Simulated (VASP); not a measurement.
# ZrC (Fm-3m) in VASP: notebook, part 2 of 2

VASP 6.6.1. The steps go on from the part before.

### Step 4. Relaxation of cell and atoms, PBE

INCAR reads:

```
PREC = Accurate ; ENCUT = 600
EDIFF = 1E-7 ; ISMEAR = 0
SIGMA = 0.1 ; LREAL = F
LASPH = T ; NELM = 80
ALGO = Normal ; ISIF = 3
LWAVE = F ; LCHARG = F
GGA = PE ; IBRION = 2
NSW = 90 ; EDIFFG = -0.005
```

KPOINTS reads:

```
Automatic mesh
0
Gamma
  16 16 16
```

POSCAR reads:

```
ZrC
1.0
    0.0000000000      2.3502110000      2.3502110000
    2.3502110000      0.0000000000      2.3502110000
    2.3502110000      2.3502110000      0.0000000000
Zr C
1 1
Direct
    0.5000000000      0.5000000000      0.5000000000
    0.0000000000      0.0000000000      0.0000000000
```

Potentials or basis: VASP PAW PBE potentials, release 64 (Zr_sv, C).

On the command line:

```console
> cat potpaw_PBE.64/Zr_sv/POTCAR potpaw_PBE.64/C/POTCAR > POTCAR
> mpirun -np 1 vasp_std > vasp.out
```

It took 80 s on 1 thread of Intel Xeon Platinum 8559C (Emerald Rapids), shared host; peak memory 0.21 GiB.

The run converged. Its results:

| Property | Result |
| --- | --- |
| Free energy | -19.4630 eV |
| Relaxed volume | 13.06 Å³/atom |
| Relaxed cell | a = 3.330 Å, b = 3.330 Å, c = 3.330 Å, α = 60.00°, β = 60.00°, γ = 60.00° |
| Space group after relaxing (to 0.05 Å) | Fm-3m (No. 225) |
| Energy gained by relaxing | 0.3 meV/atom |
| Ionic steps | 3 |
| Pressure after relaxing | 0.0 GPa |
| Band gap on the k mesh | none (metal or under the smearing width) |

Step by step:
```tsv
step	energy change (eV)	largest force (eV/Å)	pressure (GPa)	volume (Å³)
1	0.0000	0.0000	1.35	25.96
2	0.0011	0.0000	-2.12	26.37
3	-0.0006	0.0000	0.01	26.12
```

Final structure:
```cif
data_structure
_symmetry_space_group_name_H-M 'P 1'
_symmetry_Int_Tables_number 1
_cell_length_a 3.3303
_cell_length_b 3.3303
_cell_length_c 3.3303
_cell_angle_alpha 60.000
_cell_angle_beta 60.000
_cell_angle_gamma 60.000
_cell_volume 26.12
loop_
_atom_site_label
_atom_site_type_symbol
_atom_site_fract_x
_atom_site_fract_y
_atom_site_fract_z
_atom_site_occupancy
Zr1 Zr 0.50000 0.50000 0.50000 1
C1 C 0.00000 0.00000 0.00000 1
```

Levels at points of the mesh, in eV from the Fermi level:
```tsv
k point	band 6	band 7	band 8	band 9	band 10	band 11
(0.00, 0.00, 0.00)	0.94	0.94	0.94	1.10	1.10	1.10
(0.50, 0.00, 0.00)	-5.26	-2.90	-2.90	4.48	4.48	5.31
(0.50, 0.50, 0.00)	-2.06	-1.73	0.06	0.06	4.43	5.63
```

PBE usually gives volumes a little too large and moduli too small. Zero-point motion and thermal expansion aren't in these numbers.

### Step 5. Relaxation of cell and atoms, PBE+D3(BJ)

INCAR: that of step 4 with these lines changed.

```diff
@@ -6,3 +6,4 @@
 LWAVE = F ; LCHARG = F
-GGA = PE ; IBRION = 2
-NSW = 90 ; EDIFFG = -0.005
+GGA = PE ; IVDW = 12
+IBRION = 2 ; NSW = 90
+EDIFFG = -0.005
```

KPOINTS is that of step 4.

POSCAR is that of step 4.

Potentials or basis: VASP PAW PBE potentials, release 64 (Zr_sv, C).

On the command line:

```console
> cat potpaw_PBE.64/Zr_sv/POTCAR potpaw_PBE.64/C/POTCAR > POTCAR
> mpirun -np 1 vasp_std > vasp.out
```

OUTCAR:

```text
PREC = Accurate
   ENCUT = 600
   EDIFF = 1E-7
   ISMEAR = 0
   LREAL = F
   LASPH = T
   NELM = 80
   ISIF = 3
   GGA = PE
   IVDW = 12
   IBRION = 2
   NSW = 90
   EDIFFG = -0.005
 IVDW          = 12

 ion  position               nearest neighbor table
   1  0.500  0.500  0.500-   2 2.35   2 2.35   2 2.35   2 2.35   2 2.35   2 2.35
   2  0.000  0.000  0.000-   1 2.35   1 2.35   1 2.35   1 2.35   1 2.35   1 2.35

  LATTYP: Found a face centered cubic cell.
 ALAT       =     4.7004220000

  Lattice vectors:

 A1 = (   0.0000000000,   2.3502110000,   2.3502110000)
 A2 = (   2.3502110000,   0.0000000000,   2.3502110000)
 A3 = (   2.3502110000,   2.3502110000,   0.0000000000)

Analysis of symmetry for initial positions (statically):
=====================================================================
 Subroutine PRICEL returns:
 Original cell was already a primitive cell.

 Routine SETGRP: Setting up the symmetry group for a
 face centered cubic supercell.

 Subroutine GETGRP returns: Found 48 space group operations
 (whereof 48 operations were pure point group operations)
 out of a pool of 48 trial point group operations.

The static configuration has the point symmetry O_h .

Analysis of symmetry for dynamics (positions and initial velocities):
=====================================================================
 Subroutine PRICEL returns:
 Original cell was already a primitive cell.

 Routine SETGRP: Setting up the symmetry group for a
 face centered cubic supercell.

 Subroutine GETGRP returns: Found 48 space group operations
 (whereof 48 operations were pure point group operations)
 out of a pool of 48 trial point group operations.

The dynamic configuration has the point symmetry O_h .

 Subroutine INISYM returns: Found 48 space group operations
 (whereof 48 operations are pure point group operations),
 and found     1 'primitive' translations

----------------------------------------------------------------------------------------

                                     Primitive cell

  volume of cell :      25.9627

  direct lattice vectors                    reciprocal lattice vectors
     0.000000000  2.350211000  2.350211000    -0.212746855  0.212746855  0.212746855
     2.350211000  0.000000000  2.350211000     0.212746855 -0.212746855  0.212746855
     2.350211000  2.350211000  0.000000000     0.212746855  0.212746855 -0.212746855

  length of vectors
     3.323700271  3.323700271  3.323700271     0.368488363  0.368488363  0.368488363

  position of ions in fractional coordinates (direct lattice)
     0.500000000  0.500000000  0.500000000
     0.000000000  0.000000000  0.000000000

  ion indices of the primitive-cell ions
   primitive index   ion index
                 1           1
                 2           2

----------------------------------------------------------------------------------------

 KPOINTS: Automatic mesh

Automatic generation of k-mesh.
 Grid dimensions read from file:
 generate k-points for:   16   16   16

 Generating k-lattice:

  Cartesian coordinates                     Fractional coordinates (reciprocal lattice)
    -0.013296678  0.013296678  0.013296678     0.062500000  0.000000000  0.000000000
     0.013296678 -0.013296678  0.013296678     0.000000000  0.062500000  0.000000000
     0.013296678  0.013296678 -0.013296678     0.000000000  0.000000000  0.062500000

  Length of vectors
     0.023030523  0.023030523  0.023030523

  Shift w.r.t. Gamma in fractional coordinates (k-lattice)
     0.000000000  0.000000000  0.000000000

 Subroutine IBZKPT returns following result:
 ===========================================

 Found    145 irreducible k-points:

 Following reciprocal coordinates:
            Coordinates               Weight
  0.000000  0.000000  0.000000      1.000000
  0.062500  0.000000  0.000000      8.000000
  0.125000  0.000000  0.000000      8.000000
  0.187500  0.000000  0.000000      8.000000
  0.250000  0.000000  0.000000      8.000000
  0.312500  0.000000  0.000000      8.000000
[... 16 lines left out ...]
 -0.125000  0.062500  0.000000     24.000000
 -0.062500  0.062500  0.000000     12.000000
 [... further k-points ...]
   k-points           NKPTS =    145   k-points in BZ     NKDIM =    145   number of bands    NBANDS=     12
   number of dos      NEDOS =    301   number of ions     NIONS =      2
   total plane-waves  NPLWV =  21952
   dimension x,y,z NGX =    28 NGY =   28 NGZ =   28
   dimension x,y,z NGXF=    56 NGYF=   56 NGZF=   56
   ions per type =               1   1
   NGX,Y,Z   is equivalent  to a cutoff of  14.01, 14.01, 14.01 a.u.
   NGXF,Y,Z  is equivalent  to a cutoff of  28.01, 28.01, 28.01 a.u.
 SYSTEM =  unknown system
   PREC   = accura    normal or accurate (medium, high low for compatibility)
   ISTART =      0    job   : 0-new  1-cont  2-samecut
   ICHARG =      2    charge: 1-file 2-atom 10-const
   ISPIN  =      1    spin polarized calculation?
   LNONCOLLINEAR =      F non collinear calculations
   LSORBIT =      F    spin-orbit coupling
   LASPH  =      T    aspherical Exc in radial PAW
   ENCUT  =  600.0 eV  44.10 Ry    6.64 a.u.   6.64  6.64  6.64*2*pi/ulx,y,z
   NELM   =     80;   NELMIN=  2; NELMDL= -5     # of ELM steps
   EDIFF  = 0.1E-06   stopping-criterion for ELM
   LREAL  =      F    real-space projection
   EDIFFG = -.5E-02   stopping-criterion for IOM
   NSW    =     90    number of steps for IOM
   IBRION =      2    ionic relax: 0-MD 1-quasi-New 2-CG
   NFREE  =      1    steps in history (QN), initial steepest desc. (CG)
   ISIF   =      3    stress and relaxation
   ISYM   =      2    0-nonsym 1-usesym 2-fastsym
   POTIM  = 0.5000    time-step for ionic-motion
   TEBEG  =    0.0;   TEEND  =   0.0 temperature during run
   PSTRESS=    0.0 pullay stress
   NELECT =      16.0000    total number of electrons
   NUPDOWN=      -1.0000    fix difference up-down
   EMIN   =  10.00;   EMAX   =-10.00  energy-range for DOS
   EFERMI =   0.00;   METHOD = LEGACY
   ISMEAR =     0;   SIGMA  =   0.10  broadening in eV -4-tet -1-fermi 0-gaus
   EFERMI_NEDOS =   21; number of points for ismear=-14 and -15
   IALGO  =     38    algorithm
   IMIX   =      4    mixing-type and parameters
     AMIX     =   0.40;   BMIX     =  1.00
     AMIX_MAG =   1.60;   BMIX_MAG =  1.00
  volume/ion in A,a.u.               =      12.98        87.60
  Fermi-wavevector in a.u.,A,eV,Ry     =   1.393150  2.632672 26.407109  1.940868
  Thomas-Fermi vector in A             =   2.516824
   LORBIT       =      0    0 simple, 1 ext, 2 COOP (PROOUT), +10 PAW based schemes
   GGA     = PE    functional components
   LHFCALC =     F    Hartree Fock is set to
   AEXX    =    0.0000 exact exchange contribution
   IVDW    =    12    specifies the selected vdW correction
   LEPSILON=     F    determine dielectric tensor
   LRPA    =     F    only Hartree local field effects (RPA)
 conjugate gradient relaxation of ions
 non-spin polarized calculation
 Gauss-broadening in eV      SIGMA  =   0.10
  energy-cutoff  :      600.00
  volume of cell :       25.96
 maximum number of plane-waves:       893
   NGX = 13   NGY = 13   NGZ = 13

--------------------------------------- Ionic step        1  -------------------------------------------

 number of electron      16.0000000 magnetization

 Free energy of the ion-electron system (eV)
  ---------------------------------------------------
  ext. energy  EPLUGINS =         0.00000000
  ---------------------------------------------------
  free energy    TOTEN  =       -19.46232474 eV

  energy without entropy =      -19.46041531  energy(sigma->0) =      -19.46137003

------------------------ aborting loop because EDIFF is reached ----------------------------------------

 Edisp (eV)   -0.79939

 E8    (eV) :    -0.3697
[... 31 lines left out ...]
--------------------------------------- Ionic step        2  -------------------------------------------

 number of electron      16.0000000 magnetization

 E-fermi :  10.1265     XC(G=0): -12.3567

 val. band max:       10.1039998270   @ k =   0.3750   0.3125   0.0000
 cond. band min:      10.1767397625   @ k =   0.4375   0.4375   0.0000
 fundamental gap:      0.0727399356
 Fermi energy:        10.1264683522

 k-point     1 :       0.0000    0.0000    0.0000
  band No.  band energies     occupation
      1     -37.7956      2.00000
      2     -15.4735      2.00000
      3     -15.4735      2.00000
      4     -15.4735      2.00000
      5      -1.3249      2.00000
      6      11.0822      0.00000
      7      11.0822      0.00000
      8      11.0822      0.00000
      9      11.2461      0.00000
     10      11.2461      0.00000
     11      11.2461      0.00000
     12      13.0813      0.00000
[... 384 lines left out ...]
--------------------------------------- Ionic step        3  -------------------------------------------

 number of electron      16.0000000 magnetization

 Free energy of the ion-electron system (eV)
  ---------------------------------------------------
  ext. energy  EPLUGINS =         0.00000000
  ---------------------------------------------------
  free energy    TOTEN  =       -19.45340886 eV

  energy without entropy =      -19.45159562  energy(sigma->0) =      -19.45250224

 E-fermi :   9.7961     XC(G=0): -12.2168

 val. band max:        9.7803716846   @ k =   0.3125   0.2500   0.0000
 cond. band min:       9.8188733352   @ k =   0.4375   0.4375   0.0000
 fundamental gap:      0.0385016506
 Fermi energy:         9.7960913814

 k-point     1 :       0.0000    0.0000    0.0000
  band No.  band energies     occupation
      1     -38.2323      2.00000
      2     -15.9316      2.00000
      3     -15.9316      2.00000
      4     -15.9316      2.00000
      5      -1.5586      2.00000
      6      10.7459      0.00000
      7      10.7459      0.00000
      8      10.7459      0.00000
      9      10.9080      0.00000
     10      10.9080      0.00000
     11      10.9080      0.00000
     12      12.6695      0.00000
[... 378 lines left out ...]
  FREE ENERGIE OF THE ION-ELECTRON SYSTEM (eV)
  ---------------------------------------------------
  free  energy   TOTEN  =       -20.2669839263 eV

  energy  without entropy=      -20.2651706892  energy(sigma->0) =      -20.26607731

 reached required accuracy - stopping structural energy minimisation
```

OSZICAR:

```text
N       E                     dE             d eps       ncg     rms          rms(c)
DAV:   1     0.115282402432E+03    0.11528E+03   -0.96950E+03  3480   0.150E+03
DAV:   2    -0.148876484844E+02   -0.13017E+03   -0.12285E+03  4024   0.354E+02
[... 31 lines left out ...]
DAV:   4    -0.194520022148E+02   -0.15274E-02   -0.24236E-03  4976   0.421E-01    0.264E-01
DAV:   5    -0.194533770568E+02   -0.13748E-02   -0.24328E-03  5688   0.277E-01    0.436E-02
DAV:   6    -0.194534067614E+02   -0.29705E-04   -0.82934E-05  5440   0.901E-02    0.290E-02
DAV:   7    -0.194534046971E+02    0.20643E-05   -0.26974E-05  4368   0.677E-02    0.204E-02
DAV:   8    -0.194534089491E+02   -0.42520E-05   -0.37163E-06  3828   0.258E-02    0.129E-03
DAV:   9    -0.194534088597E+02    0.89323E-07   -0.71625E-08  2316   0.254E-03
   3 F= -.20266984E+02 E0= -.20266077E+02  d E =-.526965E-02
```

CONTCAR:

```text
ZrC
   1.00000000000000
    -0.0000000000000000    2.3370440311728102    2.3370440311728102
     2.3370440311728102    0.0000000000000000    2.3370440311728102
     2.3370440311728102    2.3370440311728102    0.0000000000000000
  Zr              C
     1     1
Direct
     0.5000000000000000    0.5000000000000000    0.5000000000000000
     0.0000000000000000    0.0000000000000000    0.0000000000000000

  0.00000000E+00  0.00000000E+00  0.00000000E+00
  0.00000000E+00  0.00000000E+00  0.00000000E+00
```

It took 86 s on 1 thread of Intel Xeon Platinum 8559C (Emerald Rapids), shared host; peak memory 0.22 GiB.

Results:

```
Free energy                            : -20.2670 eV
Relaxed volume                         : 12.76 Å³/atom
Relaxed cell                           : a = 3.305 Å, b = 3.305 Å, c = 3.305 Å, α = 60.00°, β = 60.00°, γ = 60.00°
Space group after relaxing (to 0.05 Å) : Fm-3m (No. 225)
Energy gained by relaxing              : 2.6 meV/atom
Ionic steps                            : 3
Pressure after relaxing                : 0.0 GPa
Band gap on the k mesh                 : none (metal or under the smearing width)
Dispersion energy per atom             : -0.407 eV
```

Step by step:
```tsv
step	energy change (eV)	largest force (eV/Å)	pressure (GPa)	volume (Å³)
1	0.0000	0.0000	-3.80	25.96
2	0.0094	0.0000	6.85	24.82
3	-0.0053	0.0000	-0.02	25.53
```

Final structure:
```
Zr C
1.0
     0.00000    2.33704    2.33704
     2.33704    0.00000    2.33704
     2.33704    2.33704    0.00000
Zr C
1 1
Direct
  0.50000 0.50000 0.50000
  0.00000 0.00000 0.00000
```

Levels at points of the mesh, in eV from the Fermi level:
| k point | band 4 | band 5 | band 6 | band 7 | band 8 | band 9 | band 10 | band 11 | band 12 |
| --- | --- | --- | --- | --- | --- | --- | --- | --- | --- |
| (0.00, 0.00, 0.00) | -25.73 | -11.35 | 0.95 | 0.95 | 0.95 | 1.11 | 1.11 | 1.11 | 2.87 |
| (0.50, 0.00, 0.00) | -25.81 | -8.20 | -5.35 | -2.98 | -2.98 | 4.60 | 4.60 | 5.45 | 6.62 |
| (0.50, 0.50, 0.00) | -26.03 | -10.21 | -2.02 | -1.80 | 0.09 | 0.09 | 4.55 | 5.80 | 5.80 |

Caveat: pairwise dispersion overbinds metals, which lowers pressure and volume.

### Step 6. Relaxation of cell and atoms, PBEsol

INCAR reads:

```
PREC = Accurate ; ENCUT = 300
EDIFF = 1E-7 ; ISMEAR = 0
SIGMA = 0.1 ; LREAL = F
LASPH = T ; NELM = 80
ALGO = Normal ; ISIF = 3
LWAVE = F ; LCHARG = F
GGA = PS ; IBRION = 2
NSW = 90 ; EDIFFG = -0.005
```

KPOINTS is that of step 5.

POSCAR is that of step 5.

Potentials or basis: VASP PAW PBE potentials, release 64 (Zr_sv, C).

On the command line:

```console
> cat potpaw_PBE.64/Zr_sv/POTCAR potpaw_PBE.64/C/POTCAR > POTCAR
> mpirun -np 1 vasp_std > vasp.out
```

Wall time 46 s (1 thread of Intel Xeon Platinum 8559C (Emerald Rapids), shared host); peak memory 0.14 GiB.

The run converged, but a check on its numbers failed (symmetry, net force, bounds or a known fault of this set-up), so they aren't taken as properties of the crystal.

Caveat: the cutoff lies under the usual one of these potentials, so the numbers hold a large basis-set error; the PAW data sets were made with another functional, which shifts forces and pressure a little.

### Step 7. Summary

```tsv
level	potentials or basis	gap on the mesh (eV)	pressure (GPa)	relaxed volume (Å³/atom)
PBEsol	VASP PAW PBE potentials, release 64 (Zr_sv, C)	none	0.0	12.74
LDA	VASP PAW LDA potentials, release 64 (Zr_sv, C)	none	0.0	12.53
PBE	VASP PAW PBE potentials, release 64 (Zr_sv, C)	none	0.0	13.06
PBE+D3(BJ)	VASP PAW PBE potentials, release 64 (Zr_sv, C)	none	0.0	12.76
```

Alike in all rows: task relaxation of cell and atoms; no spin polarisation; cell relaxed; k mesh 16 × 16 × 16; cutoff (eV) 600; smearing gaussian 0.1 eV.

Caveats: the PAW data sets were made with another functional, which shifts forces and pressure a little (some runs); pairwise dispersion overbinds metals, which lowers pressure and volume (some runs).

Absolute energies hang on the potentials; compare differences alone.
